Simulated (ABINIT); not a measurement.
CsH:

```
Cs H
1.0
     0.00000    3.18800    3.18800
     3.18800    0.00000    3.18800
     3.18800    3.18800    0.00000
Cs H
1 1
Direct
  0.00000 0.00000 0.00000
  0.50000 0.50000 0.50000
```

- Program: ABINIT 10.8.3 (patched build)
- Task: relaxation of cell and atoms
- Functional: LDA
- Potentials or basis: PseudoDojo NC SR LDA v0.4.1 standard
- Cutoff: 1007 eV
- k mesh: 5 × 5 × 5
- Occupations: fermi-dirac, width 0.05 eV
- Spin: no spin polarisation

At the start: pressure -1.3 GPa; volume 32.40 Å³/atom.

Question: How do energy, volume and symmetry change on relaxing?

Answer: Over 5 steps the energy falls by 18.2 meV/atom and the volume is 28.27 Å³/atom (-12.8 %); space group Fm-3m (No. 225, to 0.05 Å).

The path:
```csv
step,energy change (eV),largest force (eV/Å),pressure (GPa),volume (Å³)
1,0.0000,0.0000,-1.27,64.80
2,-0.0020,0.0000,-1.24,64.55
3,-0.0354,0.0000,0.27,55.31
4,-0.0364,0.0000,-0.04,56.71
5,-0.0364,0.0000,0.00,56.54
```

Final structure:
```cif
data_structure
_symmetry_space_group_name_H-M 'P 1'
_symmetry_Int_Tables_number 1
_cell_length_a 4.3081
_cell_length_b 4.3081
_cell_length_c 4.3081
_cell_angle_alpha 60.000
_cell_angle_beta 60.000
_cell_angle_gamma 60.000
_cell_volume 56.54
loop_
_atom_site_label
_atom_site_type_symbol
_atom_site_fract_x
_atom_site_fract_y
_atom_site_fract_z
_atom_site_occupancy
Cs1 Cs 0.00000 0.00000 0.00000 1
H1 H 0.50000 0.50000 0.50000 1
```

Caveat: the volume moved by -13 % from the deposited cell, more than functionals usually miss.
